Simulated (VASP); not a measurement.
# Ni under changes of volume

One of the cells (10.702 Å³/atom); the others are scaled copies at fixed shape and fractional positions:

```
Ni
1.0
     0.00000    1.74908    1.74908
     1.74908    0.00000    1.74908
     1.74908    1.74908    0.00000
Ni
1
Cartesian
  0.0000 0.0000 0.0000
```

| Property | Result |
| --- | --- |
| Program | VASP 6.6.1 |
| Functional | PBEsol |
| Potentials or basis | VASP PAW PBE potentials, release 64 (Ni) |
| Cutoff | 520 eV |
| k mesh | 13 × 13 × 13 |
| Occupations | fermi-dirac, width 0.05 eV |
| Spin | collinear spin, ferromagnetic start |
| Starting moments | [1.0] μB |

```csv
volume (Å³/atom),energy over the lowest point (meV/atom),pressure (GPa)
9.862,19.26,13.2
10.072,6.03,7.4
10.282,0.00,2.2
10.702,6.38,-6.5
10.912,?,?
11.122,32.98,-13.3
```

**Question.** What does the run at 10.912 Å³/atom give?

**Answer.** Energy over the lowest point 17.45 meV/atom; pressure -10.1 GPa.

Worked out: A Birch-Murnaghan fit of order 3 (a polynomial in V^(-2/3)) to the other rows has its minimum at 10.37 Å³/atom with B0 = V·E''(V) = 228 GPa and B' = 4.9. It gives 17.44 meV/atom at 10.912 Å³/atom, against the run's 17.45, and -dE/dV = -10.2 GPa, against -10.1.

Energies are extrapolated to zero smearing.

Caveats: the PAW data sets were made with another functional, which shifts forces and pressure a little.
